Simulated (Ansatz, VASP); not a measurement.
## Au in VASP and in Ansatz

Contents of INCAR:

```
SYSTEM = Au
PREC = Accurate
ENCUT = 600
EDIFF = 1E-7
ISMEAR = -1
SIGMA = 0.1
LREAL = .False.
LASPH = .True.
NELM = 80
ALGO = Normal
ISIF = 3
LWAVE = .False.
LCHARG = .False.
GGA = RP
IBRION = 2
NSW = 80
EDIFFG = -0.01
```

KPOINTS

```
Automatic mesh
0
Gamma
  13 13 13
  0 0 0
```

The input POSCAR:

```
Au
1.0
    0.0000000000      2.0350000000      2.0350000000
    2.0350000000      0.0000000000      2.0350000000
    2.0350000000      2.0350000000      0.0000000000
Au
1
Direct
    0.0000000000      0.0000000000      0.0000000000
```

Input for Ansatz:

```yaml
crystal:
  lattice:
    - [0.0, 2.035, 2.035]
    - [2.035, 0.0, 2.035]
    - [2.035, 2.035, 0.0]
  atoms:
    - { symbol: Au, position: [0.0, 0.0, 0.0] }
basis:
  ecutwfc: 550.0
kpoints:
  mp_grid:
    grid: [13, 13, 13]
hamiltonian:
  xc: rpbe
  dispersion: none
scf:
  occupations:
    method: fermi_dirac
relax:
  cell: {}
```

Alike in both runs: task relaxation of cell and atoms; functional RPBE; k mesh 13 × 13 × 13; no spin polarisation.

|  | VASP | Ansatz |
| --- | --- | --- |
| version | VASP 6.6.1 | Ansatz 0.2.0 |
| potentials or method | VASP PAW PBE potentials, release 64 (Au) | plane waves, PAW |
| plane-wave cutoff (eV) | 600 | 550 |
| occupations | fermi-dirac, width 0.1 eV | fermi-dirac |
| valence electrons in the cell | 11 | 19 |

|  | VASP | Ansatz | Ansatz less VASP |
| --- | --- | --- | --- |
| relaxed volume (Å³/atom) | 18.48 | 18.49 | +0.013 |
| relaxed cell length with the largest relative difference (Å) | 2.967 | 2.968 | +0.0007 |
| energy change over the relaxation (meV/atom) | -65 | -67 | -1.9 |

The two sets of potentials don't hold the same shells in valence.

Caveats: the PAW data sets were made with another functional, which shifts forces and pressure a little (VASP). Spin-orbit coupling is left out, which matters for the levels of Au. Zero-point motion and thermal expansion aren't in these numbers.
